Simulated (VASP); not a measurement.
## Si: relaxation of the atoms with PBE

Crystal: Si.

```
Si
1.0
     0.00000    1.89819    1.89819
     1.89819    0.00000    1.89819
     1.89819    1.89819    0.00000
Si
1
Direct
  0.00000 0.00000 0.00000
```

This isn't the form of Si at room conditions, which is diamond.

The cell isn't the ideal one: a relaxed cell with its volume scaled by 0.96.

| Property | Result |
| --- | --- |
| Program | VASP 6.6.1 |
| Task | relaxation of the atoms |
| Functional | PBE |
| Potentials or basis | VASP PAW PBE potentials, release 64 (Si) |
| Cutoff | 300 eV |
| k mesh | 8 × 8 × 8 |
| Occupations | methfessel-paxton, width 0.1 eV |
| Spin | no spin polarisation |
| Further INCAR settings | ALGO = Normal; EDIFF = 1e-07; IBRION = 2; EDIFFG = -0.01; NSW = 40 |

* Pressure after relaxing: 4.1 GPa
* Band gap on the k mesh: none (metal or under the smearing width)

Final structure:
```
Si
1.0
     0.00000    1.89819    1.89819
     1.89819    0.00000    1.89819
     1.89819    1.89819    0.00000
Si
1
Direct
  0.00000 0.00000 0.00000
```

Levels at points of the mesh, in eV from the Fermi level:
```
           k point  band 1  band 2  band 3  band 4  band 5  band 6
(0.00, 0.00, 0.00)  -15.16   11.66   11.66   11.66   12.01   12.01
(0.50, 0.00, 0.00)   -7.95   -7.50    8.91    8.91   10.89   10.89
(0.50, 0.50, 0.00)   -5.81   -4.72    3.19    3.19    4.16    7.01
```

Run time: 1.7 s on 1 thread of Intel(R) Xeon(R) Platinum 8488C (Sapphire Rapids), on a shared host, peak memory 0.1 GiB.

Caveat: the cutoff is under 1.25 times the usual one of these potentials, so pressure, stress and relaxed cells hold a basis-set (Pulay) error; the relaxation stopped at its first step, so nothing moved.
